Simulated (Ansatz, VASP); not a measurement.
**One calculation of BP, two programs**

```
B P
1.0
     0.00000    2.56844    2.56844
     2.56844    0.00000    2.56844
     2.56844    2.56844    0.00000
B P
1 1
Direct
  0.00000 0.00000 0.00000
  0.75000 0.75000 0.75000
```

Alike in both runs: task single point; functional PBE; k mesh 10 × 10 × 10; occupations gaussian, width 0.02 eV; no spin polarisation.

|  | VASP | Ansatz |
| --- | --- | --- |
| version | VASP 6.6.1 | Ansatz 0.2.0 |
| potentials or method | VASP PAW PBE potentials, release 64 (B, P) | scalar-relativistic, plane waves, PAW |
| plane-wave cutoff (eV) | 520 | 420 |
| valence electrons in the cell | 8 | 8 |

```tsv
	VASP	Ansatz	Ansatz less VASP
gap on the k mesh at the Fermi level (eV)	1.64	1.64	0.000
least direct gap on the mesh (eV)	2.49	2.49	-0.001
pressure (GPa)	-28.5	-28.4	+0.08
```

The functional is the same, so the differences come from potentials, cutoffs and numerics.

Caveats: so large a pressure means that the cell lies far from this level's equilibrium, or that cutoff or potentials fall short (VASP). A k mesh can miss the band edges.
